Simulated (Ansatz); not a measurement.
**Tungsten, bcc under PBE: from relaxation to bulk modulus**

What does PBE give for tungsten in the bcc structure? We relax it, solve it on a dense k-mesh, switch on spin-orbit coupling, then scale the cell to 7 volumes from 88 to 112 % of the relaxed one and try a fit of the equation of state. The k-meshes are 14×14×14 for the relaxation; 23×23×23 for the dense run; 14×14×14 for spin-orbit coupling; 23×23×23 for the volumes. It starts from a deposited cell (COD).

Program: Ansatz 0.2.0. Level of theory: DFT PBE, plane waves (420 eV) with PAW, scalar-relativistic. These are calculated values, not measurements.

## Step 1: The structure to begin with

It takes space group Im-3m (No. 229, cubic). Conventional cell: a = 3.165 Å, b = 3.165 Å, c = 3.165 Å, α = 90.00°, β = 90.00°, γ = 90.00°. Around W (site symmetry m-3m) lie 8 W at 2.74 Å.

Structure file:

```cif
data_structure
_symmetry_space_group_name_H-M 'P 1'
_symmetry_Int_Tables_number 1
_cell_length_a 2.7407
_cell_length_b 2.7407
_cell_length_c 2.7407
_cell_angle_alpha 109.471
_cell_angle_beta 109.471
_cell_angle_gamma 109.471
_cell_volume 15.85
loop_
_atom_site_label
_atom_site_type_symbol
_atom_site_fract_x
_atom_site_fract_y
_atom_site_fract_z
_atom_site_occupancy
W1 W 0.00000 0.00000 0.00000 1
```

## Step 2: Relaxing cell and atoms

Input file input.yaml:

```yaml
crystal:
  lattice:
    - [-1.58234, 1.58234, 1.58234]
    - [1.58234, -1.58234, 1.58234]
    - [1.58234, 1.58234, -1.58234]
  atoms:
    - { symbol: W, position: [0.0, 0.0, 0.0] }
hamiltonian:
  xc: pbe
  pseudopotentials:
    kind: paw
    azcp:
      W: "pseudopotentials/W.paw.azcp"
basis:
  ecutwfc: 420
  fft_grid_basis: typed
kpoints:
  mp_grid: { grid: [14, 14, 14], shift: [0, 0, 0] }
magnetization:
  spin_polarized: false
scf:
  occupations: { method: fermi_dirac, width: 0.1 }
relax:
  max_steps: 60
  f_tol: 0.01
  cell: {}
```

The log of the run:

```text
Engine: ansatz 0.2.0, x86_64-unknown-linux-gnu
Pseudopotentials: kind: paw
Pseudopotential: W, paw, valence charge 14, recommended cutoff 420 eV (normal), <dir>
Functional definition: PBE
  parameter kappa = 0.804
  parameter beta = 0.06672455060314922
  exchange = pbe_x(kappa = kappa, mu = beta*pi^2/3)
  correlation = pbe_c(beta = beta)
Crystal: 1 atoms, lattice volume = 15.847 Å³
Basis set: ecut = 420 eV, 321 PW (Γ), exchange–correlation on 40×40×40 points (8 copies of the dense FFT grid, shifted against one another)
Bands: 11, of which v1, the nominal top of the filled ones, is band 7 counted from 1 (6 counted from 0)
Symmetry: 48 space group operations
Space group: Im-3m (ITA 229), of the structure as read, at distance tolerance 2.5e-5 Å
k-points: 104 of 2744
Non-local potential: W, projectors of the file, l = 0: 3, l = 1: 2, l = 2: 2, l = 3: 1
PAW form: soft (Blöchl's): semilocal exchange-correlation on the pseudo side does not see the compensation charge
PAW one-centre angular grid: W, 590 points (default); XC on 64 Gauss nodes
Initial density: superposition of atomic densities (neutral atoms: chi_scale 0, normalization atom), corrected by the library's trained network
Initial wavefunctions: pseudopotential atomic-orbital guess
Functional: x = pbe(κ = 0.804, μ = 0.2195149727645171), c = pbe(β = 0.06672455060314922)
SCF iter   1: F=—  HF=-10384.820973 eV  |F-HF|=—  |Δ(HF+E_count)|=         —  Δρ=1.65e-3  dr2=1.42e-4  ethr=1.77e-3  ⟨swp⟩=5.0  Hψ=6031  notcnv=0
preconditioner: auto → none  [metal: Δε(μ)=0.040 eV  Ē_g=9.057 eV  σ=0.100 eV  W_gap=0.10  n_scr=0 (ndim 8)  ℏωp=22.8 eV  f_vac=0.000  D(μ)=0.61/eV (n_scr^D=0)]
SCF iter   2: F=—  HF=-10384.820665 eV  |F-HF|=—  |Δ(HF+E_count)|=   3.08e-4  Δρ=8.60e-4  dr2=3.85e-5  ethr=1.01e-6  ⟨swp⟩=2.3  Hψ=2610  notcnv=0
SCF iter   3: F=—  HF=-10384.820695 eV  |F-HF|=—  |Δ(HF+E_count)|=   2.95e-5  Δρ=2.47e-4  dr2=7.96e-6  ethr=2.75e-7  ⟨swp⟩=2.0  Hψ=1785  notcnv=0
SCF iter   4: F=—  HF=-10384.820692 eV  |F-HF|=—  |Δ(HF+E_count)|=   2.39e-6  Δρ=1.54e-4  dr2=3.09e-6  ethr=5.68e-8  ⟨swp⟩=1.0  Hψ=1141  notcnv=0
iter 5 did not close the SCF: its close was put off for the readings that it lacked (scf_convergence_deferred on its scf_iter line)
SCF iter   5: F=-10384.820691 eV  HF=-10384.820691 eV  |F-HF|=5.41e-8  |Δ(HF+E_count)|=   1.45e-6  Δρ=2.57e-5  dr2=7.32e-8  ethr=2.20e-8  ⟨swp⟩=2.0  Hψ=1752  notcnv=0
SCF iter   6: F=-10384.820691 eV  HF=-10384.820691 eV  |F-HF|=1.16e-8  |Δ(HF+E_count)|=   2.16e-8  Δρ=1.10e-5  dr2=1.42e-8  ethr=5.23e-10  ⟨swp⟩=2.0  Hψ=4036  notcnv=0
SCF 1 converged in 6 iterations: F = -10384.820691 eV  dr2 = 1.42e-8
relax step   1: F+E_penalty+E_count = -10384.82069083 eV  Δ(F+E_penalty+E_count) = +0.000e0 eV  max|allowed force component| = 0.000e0 eV/Å  Δτ_max = 0.0000 Å  P = +5.833 GPa  Ω = 15.847 Å³  (6 SCF iters, dr2 threshold 1.00e-7 eV, accepted)
Crystal: 1 atoms, lattice volume = 16.963 Å³
Initial density: handed on by an earlier stage of this run
Initial wavefunctions: those handed on with the density
iter 1 solved again at ethr=1.83e-6 eV; its pass at ethr=3.10e-3 eV (dr2=2.56e-4 eV) is discarded
SCF iter   1: F=—  HF=-10384.789432 eV  |F-HF|=—  |Δ(HF+E_count)|=         —  Δρ=2.33e-3  dr2=2.40e-4  ethr=1.83e-6  ⟨swp⟩=2.1  Hψ=8565  notcnv=0
preconditioner: auto → none  [metal: Δε(μ)=0.054 eV  Ē_g=8.428 eV  σ=0.100 eV  W_gap=0.13  n_scr=0 (ndim 8)  ℏωp=22.1 eV  f_vac=0.000  D(μ)=0.55/eV (n_scr^D=0)]
SCF iter   2: F=—  HF=-10384.789581 eV  |F-HF|=—  |Δ(HF+E_count)|=   1.49e-4  Δρ=1.16e-3  dr2=5.44e-5  ethr=1.71e-6  ⟨swp⟩=2.0  Hψ=1859  notcnv=0
SCF iter   3: F=—  HF=-10384.789644 eV  |F-HF|=—  |Δ(HF+E_count)|=   6.36e-5  Δρ=1.55e-4  dr2=1.89e-6  ethr=3.89e-7  ⟨swp⟩=2.2  Hψ=1290  notcnv=0
SCF iter   4: F=-10384.789644 eV  HF=-10384.789644 eV  |F-HF|=4.13e-9  |Δ(HF+E_count)|=   1.52e-7  Δρ=1.59e-5  dr2=1.19e-8  ethr=7.14e-10  ⟨swp⟩=3.1  Hψ=4590  notcnv=0
SCF 2 converged in 4 iterations: F = -10384.789644 eV  dr2 = 1.19e-8
relax step   2: F+E_penalty+E_count = -10384.78964437 eV  Δ(F+E_penalty+E_count) = +3.105e-2 eV  max|allowed force component| = 0.000e0 eV/Å  Δτ_max = 0.0000 Å  P = -13.469 GPa  Ω = 16.963 Å³  energy of the carried Pulay correction = -5.168e-4 eV  (4 SCF iters, dr2 threshold 1.00e-7 eV, rejected (line search))
Crystal: 1 atoms, lattice volume = 16.169 Å³
iter 1 solved again at ethr=6.86e-7 eV; its pass at ethr=3.10e-3 eV (dr2=9.61e-5 eV) is discarded
SCF iter   1: F=—  HF=-10384.825741 eV  |F-HF|=—  |Δ(HF+E_count)|=         —  Δρ=1.63e-3  dr2=1.07e-4  ethr=6.86e-7  ⟨swp⟩=2.2  Hψ=8542  notcnv=0
preconditioner: auto → none  [metal: Δε(μ)=0.077 eV  Ē_g=8.867 eV  σ=0.100 eV  W_gap=0.19  n_scr=0 (ndim 8)  ℏωp=22.6 eV  f_vac=0.000  D(μ)=0.59/eV (n_scr^D=0)]
SCF iter   2: F=—  HF=-10384.825811 eV  |F-HF|=—  |Δ(HF+E_count)|=   6.96e-5  Δρ=8.20e-4  dr2=2.57e-5  ethr=6.86e-7  ⟨swp⟩=2.0  Hψ=1796  notcnv=0
SCF iter   3: F=—  HF=-10384.825839 eV  |F-HF|=—  |Δ(HF+E_count)|=   2.81e-5  Δρ=9.00e-5  dr2=6.83e-7  ethr=1.84e-7  ⟨swp⟩=2.1  Hψ=1264  notcnv=0
SCF iter   4: F=—  HF=-10384.825839 eV  |F-HF|=—  |Δ(HF+E_count)|=   9.17e-8  Δρ=1.17e-5  dr2=6.01e-9  ethr=4.88e-9  ⟨swp⟩=2.1  Hψ=1752  notcnv=0
SCF iter   5: F=—  HF=-10384.825839 eV  |F-HF|=—  |Δ(HF+E_count)|=   1.20e-9  Δρ=7.80e-7  dr2=7.81e-11  ethr=4.29e-11  ⟨swp⟩=2.4  Hψ=1749  notcnv=0
SCF iter   6: F=-10384.825839 eV  HF=-10384.825839 eV  |F-HF|=1.09e-11  |Δ(HF+E_count)|=  2.36e-11  Δρ=4.56e-8  dr2=2.31e-13  ethr=1.00e-12  ⟨swp⟩=5.9  Hψ=4345  notcnv=0
SCF 3 converged in 6 iterations: F = -10384.825839 eV  dr2 = 2.31e-13
relax step   3: F+E_penalty+E_count = -10384.82583879 eV  Δ(F+E_penalty+E_count) = -5.148e-3 eV  max|allowed force component| = 0.000e0 eV/Å  Δτ_max = 0.0000 Å  P = -0.441 GPa  Ω = 16.169 Å³  energy of the carried Pulay correction = -1.526e-4 eV  (6 SCF iters, accepted)
Crystal: 1 atoms, lattice volume = 16.145 Å³
iter 1 solved again at ethr=2.89e-9 eV; its pass at ethr=3.10e-3 eV (dr2=4.04e-7 eV) is discarded
SCF iter   1: F=—  HF=-10384.825884 eV  |F-HF|=—  |Δ(HF+E_count)|=         —  Δρ=5.13e-5  dr2=1.12e-7  ethr=2.89e-9  ⟨swp⟩=2.2  Hψ=7524  notcnv=0
preconditioner: auto → none  [metal: Δε(μ)=0.077 eV  Ē_g=8.883 eV  σ=0.100 eV  W_gap=0.19  n_scr=0 (ndim 8)  ℏωp=22.6 eV  f_vac=0.000  D(μ)=0.59/eV (n_scr^D=0)]
SCF iter   2: F=-10384.825883 eV  HF=-10384.825883 eV  |F-HF|=2.87e-8  |Δ(HF+E_count)|=   1.35e-6  Δρ=2.52e-5  dr2=2.30e-8  ethr=7.14e-10  ⟨swp⟩=2.1  Hψ=4091  notcnv=0
SCF 4 converged in 2 iterations: F = -10384.825883 eV  dr2 = 2.30e-8
relax step   4: F+E_penalty+E_count = -10384.82588275 eV  Δ(F+E_penalty+E_count) = -4.396e-5 eV  max|allowed force component| = 0.000e0 eV/Å  Δτ_max = 0.0000 Å  P = +0.006 GPa  Ω = 16.145 Å³  energy of the carried Pulay correction = -1.413e-4 eV  (2 SCF iters, dr2 threshold 1.00e-7 eV, accepted)
Initial wavefunctions: pseudopotential atomic-orbital guess (no wavefunctions were taken with the density)
iter 1 solved again at ethr=4.10e-8 eV; its pass at ethr=3.10e-3 eV (dr2=5.73e-6 eV) is discarded
SCF iter   1: F=—  HF=-10384.826027 eV  |F-HF|=—  |Δ(HF+E_count)|=         —  Δρ=7.18e-5  dr2=1.19e-7  ethr=4.10e-8  ⟨swp⟩=3.0  Hψ=9291  notcnv=0
SCF iter   2: F=—  HF=-10384.826026 eV  |F-HF|=—  |Δ(HF+E_count)|=   1.32e-7  Δρ=3.62e-5  dr2=3.00e-8  ethr=8.49e-10  ⟨swp⟩=1.2  Hψ=1231  notcnv=0
SCF iter   3: F=—  HF=-10384.826026 eV  |F-HF|=—  |Δ(HF+E_count)|=   1.85e-8  Δρ=1.25e-6  dr2=1.69e-10  ethr=2.15e-10  ⟨swp⟩=2.1  Hψ=1772  notcnv=0
SCF iter   4: F=—  HF=-10384.826026 eV  |F-HF|=—  |Δ(HF+E_count)|=  4.37e-11  Δρ=3.58e-7  dr2=1.25e-11  ethr=1.00e-12  ⟨swp⟩=6.0  Hψ=4587  notcnv=0
SCF iter   5: F=-10384.826026 eV  HF=-10384.826026 eV  |F-HF|=5.46e-12  |Δ(HF+E_count)|=  7.28e-12  Δρ=2.65e-8  dr2=4.87e-14  ethr=1.00e-12  ⟨swp⟩=5.3  Hψ=4155  notcnv=0
SCF 5 converged in 5 iterations: F = -10384.826026 eV  dr2 = 4.87e-14
relax step   5: F+E_penalty+E_count = -10384.82602644 eV  Δ(F+E_penalty+E_count) = -1.437e-4 eV  max|allowed force component| = 0.000e0 eV/Å  Δτ_max = 0.0000 Å  P = +0.004 GPa  Ω = 16.145 Å³  stress off target by 3.88e-3 GPa  SCF on the basis re-selected at this cell (its energy is not comparable with the rows above)  (5 SCF iters)
basis re-selected at this cell: Δ(F+E_penalty+E_count) = -1.437e-4 eV, ΔP = -0.002 GPa vs the last step (what re-selecting the basis moved, of the pressure what is left beyond the Pulay correction that the steps carried, after the strain that the cell walked since its last selection, with what the two solves' SCF thresholds leave and, on support functions, any second-order correction that the steps lacked; it is no measure of the basis error at this ecutwfc). This SCF's stress stands 3.88e-3 GPa from its target on what of the cell is left free (relax.cell.stress_tol is 5.00e-2 GPa) and its largest allowed force component is 0.00e0 eV/Å (relax.f_tol is 1.00e-2 eV/Å): within both
SCF converged after 5 iterations
Free energy (F): -10384.826026 eV
Harris-Foulkes:  -10384.826026 eV  (|F-HF|=5.46e-12)
Internal energy: -10384.807086 eV  (E = F + TS)
E sigma→0 (E₀):  -10384.816556 eV
Entropy (-TS):   -0.018941 eV (-18.941 meV/atom)
Fermi energy:    22.216759 eV
--- Per-component energies (eV) ---
  E_band       = -87.721581
  E_kinetic    = 449.465216
  E_local      = -611.176103  (includes V_loc(G=0)·N_el)
  E_nonlocal   = 0.240284
  E_hartree    = 218.615336
  E_xc         = -266.820464
  E_vxc        = -238.628892  (∫ρ·V_xc dr)
  E_paw        = -8562.378800  (= ΣΔE_a)
  E_vpaw       = -124.852693  (= ΣTr[D̂ρ^β])
  E_aug_tail   = -0.000064  (compensation charges beyond the density's cutoff)
  E_ewald      = -1612.752491
  E_smearing   = -0.018941  (= −TS)
  E_closure    = 0.000000  (closes the sum)
  Σ components = -10384.826026   (vs F -10384.826026, Δ=0.00e0)
--- Forces (eV/Å), atoms counted from 1 ---
  atom   1  W     -0.00000000     0.00000000    -0.00000000
  max |Σ_I F_I| component: 1.44e-31 eV/Å
--- Stress (GPa, compression-positive) ---
        0.003880      -0.000000      -0.000000
       -0.000000       0.003880      -0.000000
        0.000000      -0.000000       0.003880
  P = ⅓ Tr σ = 0.0039 GPa (0.039 kbar)
--- Relaxed structure (4 steps of the walk, 3 accepted, 1 SCFs on fresh bases) ---
  F+E_penalty+E_count = -10384.82602644 eV   max|allowed force component| = 0.000e0 eV/Å   (the final SCF, on the basis selected at the relaxed cell)
  cell:  # Å, volume = 16.1447 Å³
    - [-1.592172337040631, 1.592172337040631, 1.592172337040631]
    - [1.592172337040631, -1.592172337040631, 1.592172337040631]
    - [1.592172337040631, 1.592172337040631, -1.592172337040631]
  atoms:
    - { symbol: W, position: [0.0, 0.0, 0.0] }
```

It took 13 s on 1 thread of an x86-64 CPU, shared host; peak memory 0.52 GiB.

Relaxation path:

```
step  energy change (meV/atom)  largest force (eV/Å)  pressure (GPa)  volume (Å³/atom)  accepted
   1                      0.00                0.0000            5.83            15.847       yes
   2                     31.05                0.0000          -13.47            16.963        no
   3                     -5.15                0.0000           -0.44            16.169       yes
   4                     -5.19                0.0000            0.01            16.145       yes
   5                     -5.34                0.0000            0.00            16.145       yes
```

Steps that repeat a cell are solved on a basis chosen anew, so their changes of energy are no gain of the relaxation.

The cell of the run, before and after:

|  | before | after | change |
| --- | --- | --- | --- |
| a (Å) | 2.741 | 2.758 | +0.6 % |
| b (Å) | 2.741 | 2.758 | +0.6 % |
| c (Å) | 2.741 | 2.758 | +0.6 % |
| volume (Å³/atom) | 15.847 | 16.145 | +1.9 % |
| shortest distance (Å) | 2.741 | 2.758 | +0.6 % |
| space group (spins left aside) | Im-3m | Im-3m | same |

## Step 3: The energy on a finer k-mesh

Input file input.yaml:

```yaml
crystal:
  lattice:
    - [-1.592172337, 1.592172337, 1.592172337]
    - [1.592172337, -1.592172337, 1.592172337]
    - [1.592172337, 1.592172337, -1.592172337]
  atoms:
    - { symbol: W, position: [0.0, 0.0, 0.0] }
hamiltonian:
  xc: pbe
  pseudopotentials:
    kind: paw
    azcp:
      W: "pseudopotentials/W.paw.azcp"
basis:
  ecutwfc: 420
  fft_grid_basis: typed
kpoints:
  mp_grid: { grid: [23, 23, 23], shift: [0, 0, 0] }
magnetization:
  spin_polarized: false
scf:
  occupations: { method: fermi_dirac, width: 0.1 }
```

The log of the run, cut to the lines that bear on the results:

```text
[...]
[... 3 set-up lines as earlier in the session ...]
[...]
Crystal: 1 atoms, lattice volume = 16.145 Å³
Basis set: ecut = 420 eV, 321 PW (Γ)
Bands: 11, of which v1, the nominal top of the filled ones, is band 7 counted from 1 (6 counted from 0)
[... 2 set-up lines as earlier in the session ...]
k-points: 364 of 12167
[...]
SCF iter   1: F=—  HF=-10384.832134 eV  |F-HF|=—  |Δ(HF+E_count)|=         —  Δρ=1.54e-3  dr2=1.30e-4  ethr=1.77e-3  ⟨swp⟩=5.0  Hψ=21002  notcnv=0
[...]
SCF iter   6: F=-10384.831926 eV  HF=-10384.831926 eV  |F-HF|=7.53e-9  |Δ(HF+E_count)|=   9.44e-8  Δρ=8.06e-6  dr2=9.17e-9  ethr=7.14e-10  ⟨swp⟩=2.1  Hψ=8068  notcnv=0
[...]
SCF converged after 6 iterations
Free energy (F): -10384.831926 eV
[...]
E sigma→0 (E₀):  -10384.824828 eV
Entropy (-TS):   -0.014196 eV (-14.196 meV/atom)
Fermi energy:    22.149384 eV
[...]
```

Wall time 3.5 s (1 thread of an x86-64 CPU, shared host); peak memory 0.53 GiB.

## Step 4: Spin-orbit coupling switched on

Changes to input.yaml since step 3:

```diff
@@ -10,3 +10,3 @@
   pseudopotentials:
-    kind: paw
+    kind: paw_fr
     azcp:
@@ -17,5 +17,6 @@
 kpoints:
-  mp_grid: { grid: [23, 23, 23], shift: [0, 0, 0] }
+  mp_grid: { grid: [14, 14, 14], shift: [0, 0, 0] }
 magnetization:
-  spin_polarized: false
+  noncollinear: true
+  spin_orbit: true
 scf:
```

The log of the run, cut to the lines that bear on the results:

```text
[...]
Pseudopotentials: kind: paw_fr
Pseudopotential: W, paw_fr, valence charge 14, recommended cutoff 420 eV (normal), <dir>
[... 1 set-up line as earlier in the session ...]
[...]
non-collinear run that drives no moment, with spin-orbit: no starting moment large enough to seed its density (crystal.atoms[].spin), no starting occupations that ask for one, no magnetisation constraint and no magnetic field, so the semilocal B_xc is pinned to zero
Crystal: 1 atoms, lattice volume = 16.145 Å³
Basis set: ecut = 420 eV, 321 PW (Γ)
Bands: 22, of which v1, the nominal top of the filled ones, is band 14 counted from 1 (13 counted from 0)
Symmetry: 48 space group operations + 48 with time reversal
Magnetic group: BNS 229.141 (UNI 1643), of the structure as read, at distance tolerance 2.5e-5 Å
k-points: 104 of 2744
Projection manifold: j_resolved (fully-relativistic pseudo-atomic orbitals)
[...]
SCF iter   1: F=—  HF=-10409.665251 eV  |F-HF|=—  |Δ(HF+E_count)|=         —  Δρ=6.22e-2  dr2=5.13e-1  dr2_m=0.00e0 (ungated)  ethr=3.10e-3  |M|=0.00e0 ∫|m|=0.00e0 μB  |m|>n=0.0e0 m-floor=0.0e0 τ_xc=0.0e0  β_m=0.30  ⟨swp⟩=6.1  Hψ=5971  notcnv=0  defer=4
[...]
SCF iter   7: F=-10409.490186 eV  HF=-10409.490186 eV  |F-HF|=9.09e-12  |Δ(HF+E_count)|=   1.38e-9  Δρ=8.62e-7  dr2=5.57e-11  dr2_m=0.00e0 (ungated)  ethr=3.87e-11  |M|=0.00e0 ∫|m|=0.00e0 μB  |m|>n=0.0e0 m-floor=0.0e0 τ_xc=0.0e0  ⟨swp⟩=1.0  Hψ=3257  notcnv=0
[...]
SCF converged after 7 iterations
Magnetization: |M| = 0.0000 μB,  M = (+0.0000, +0.0000, +0.0000) μB
Absolute magnetization: 0.0000 μB (∫|m|)
  site 0: m = (+0.0000, +0.0000, +0.0000) μB, |m| = 0.0000 μB  (R = 1.14 Å)
Free energy (F): -10409.490186 eV
[...]
E sigma→0 (E₀):  -10409.481725 eV
Entropy (-TS):   -0.016922 eV (-16.922 meV/atom)
Fermi energy:    22.173741 eV
[...]
```

Wall time 6.4 s (1 thread of an x86-64 CPU, shared host); peak memory 0.48 GiB.

Side by side:

```
                          scalar-relativistic      with spin-orbit coupling
         k-mesh                      23×23×23                      14×14×14
gap on the mesh  none (levels filled in part)  none (levels filled in part)
```

The meshes differ, so small differences between the columns need not come from spin-orbit coupling.

## Step 5: Equation of state: 88 %

Input file input.yaml:

```yaml
crystal:
  lattice:
    - [-1.5257532303, 1.5257532303, 1.5257532303]
    - [1.5257532303, -1.5257532303, 1.5257532303]
    - [1.5257532303, 1.5257532303, -1.5257532303]
  atoms:
    - { symbol: W, position: [0.0, 0.0, 0.0] }
hamiltonian:
  xc: pbe
  pseudopotentials:
    kind: paw
    azcp:
      W: "pseudopotentials/W.paw.azcp"
basis:
  ecutwfc: 420
  fft_grid_basis: typed
kpoints:
  mp_grid: { grid: [23, 23, 23], shift: [0, 0, 0] }
magnetization:
  spin_polarized: false
scf:
  occupations: { method: fermi_dirac, width: 0.1 }
output:
  stress: true
```

The log of the run, cut to the lines that bear on the results:

```text
[...]
[... 3 set-up lines as earlier in the session ...]
[...]
Crystal: 1 atoms, lattice volume = 14.207 Å³
Basis set: ecut = 420 eV, 321 PW (Γ)
Bands: 11, of which v1, the nominal top of the filled ones, is band 7 counted from 1 (6 counted from 0)
[... 1 set-up line as earlier in the session ...]
Space group: Im-3m (ITA 229), of the structure as read, at distance tolerance 2.4e-5 Å
k-points: 364 of 12167
[...]
SCF iter   1: F=—  HF=-10384.561753 eV  |F-HF|=—  |Δ(HF+E_count)|=         —  Δρ=2.07e-3  dr2=1.62e-4  ethr=1.77e-3  ⟨swp⟩=5.0  Hψ=20982  notcnv=0
[...]
SCF iter   6: F=-10384.561525 eV  HF=-10384.561526 eV  |F-HF|=5.67e-8  |Δ(HF+E_count)|=   1.63e-7  Δρ=2.38e-5  dr2=6.99e-8  ethr=7.14e-10  ⟨swp⟩=4.0  Hψ=12835  notcnv=0
[...]
SCF converged after 6 iterations
Free energy (F): -10384.561525 eV
[...]
E sigma→0 (E₀):  -10384.554484 eV
Entropy (-TS):   -0.014083 eV (-14.083 meV/atom)
Fermi energy:    25.591067 eV
[...]
--- Stress (GPa, compression-positive) ---
       50.095498      -0.000000      -0.000000
       -0.000000      50.095498      -0.000000
        0.000000      -0.000000      50.095498
  P = ⅓ Tr σ = 50.0955 GPa (500.955 kbar)
```

Run time: 4.8 s. Hardware: 1 thread of an x86-64 CPU, shared host; peak memory 0.54 GiB.

## Step 6: Equation of state: 92 %

Changes to input.yaml since step 5:

```diff
@@ -2,5 +2,5 @@
   lattice:
-    - [-1.5257532303, 1.5257532303, 1.5257532303]
-    - [1.5257532303, -1.5257532303, 1.5257532303]
-    - [1.5257532303, 1.5257532303, -1.5257532303]
+    - [-1.5485290244, 1.5485290244, 1.5485290244]
+    - [1.5485290244, -1.5485290244, 1.5485290244]
+    - [1.5485290244, 1.5485290244, -1.5485290244]
   atoms:
```

The log of the run, cut to the lines that bear on the results:

```text
[...]
[... 3 set-up lines as earlier in the session ...]
[...]
Crystal: 1 atoms, lattice volume = 14.853 Å³
Basis set: ecut = 420 eV, 321 PW (Γ)
Bands: 11, of which v1, the nominal top of the filled ones, is band 7 counted from 1 (6 counted from 0)
[... 2 set-up lines as earlier in the session ...]
k-points: 364 of 12167
[...]
SCF iter   1: F=—  HF=-10384.721284 eV  |F-HF|=—  |Δ(HF+E_count)|=         —  Δρ=1.77e-3  dr2=1.35e-4  ethr=1.77e-3  ⟨swp⟩=5.0  Hψ=20986  notcnv=0
[...]
SCF iter   6: F=-10384.721082 eV  HF=-10384.721082 eV  |F-HF|=5.71e-10  |Δ(HF+E_count)|=   2.97e-8  Δρ=2.31e-6  dr2=6.91e-10  ethr=4.94e-10  ⟨swp⟩=2.4  Hψ=14352  notcnv=0
[...]
SCF converged after 6 iterations
Free energy (F): -10384.721082 eV
[...]
E sigma→0 (E₀):  -10384.714112 eV
Entropy (-TS):   -0.013942 eV (-13.942 meV/atom)
Fermi energy:    24.348264 eV
[...]
--- Stress (GPa, compression-positive) ---
       29.771578      -0.000000       0.000000
       -0.000000      29.771578      -0.000000
       -0.000000       0.000000      29.771578
  P = ⅓ Tr σ = 29.7716 GPa (297.716 kbar)
```

Run time: 3.9 s. Hardware: 1 thread of an x86-64 CPU, shared host; peak memory 0.54 GiB.

(Part 1 of 2 ends here.)
